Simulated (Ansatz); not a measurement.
Crystal: Al2Pt.

```
Pt Al
1.0
     0.00000    2.95500    2.95500
     2.95500    0.00000    2.95500
     2.95500    2.95500    0.00000
Pt Al
1 2
Direct
  0.00000 0.00000 0.00000
  0.75000 0.75000 0.75000
  0.25000 0.25000 0.25000
```

```yaml
Program: Ansatz 0.2.0
Task: single point
Functional: PBE
Potentials_or_basis: Ansatz PAW
Cutoff: "420 eV (not typed: the program's choice for these potentials)"
k_mesh: 8 × 8 × 8
Occupations: fermi-dirac, width 0.05 eV
Spin: no spin polarisation
```

On this cell: pressure 2.5 GPa; largest force zero by symmetry; band gap on the k mesh none (metal or under the smearing width).

The same run follows on a disturbed copy (atoms moved at random, drawn with an rms of 0.05 Å):

```
Pt Al
1.0
     0.00000    2.95500    2.95500
     2.95500    0.00000    2.95500
     2.95500    2.95500    0.00000
Pt Al
1 2
Direct
  0.01173 0.98495 0.99436
  0.75402 0.75336 0.74357
  0.25103 0.24881 0.25647
```

Problem. What does the disturbed cell give?

Solution. The energy (extrapolated to zero smearing) moves by +7.9 meV/atom; pressure 2.8 GPa; largest force 0.577 eV/Å; band gap on the k mesh none (metal or under the smearing width).

Forces in eV/Å, atoms in the order of the input:
```
Pt   0.551 -0.077  0.155
Al  -0.166  0.142 -0.164
Al  -0.385 -0.065  0.009
```

Stress tensor (GPa, compression positive):
```
 2.65  0.51 -0.63
 0.51  2.83 -0.67
-0.63 -0.67  2.80
```
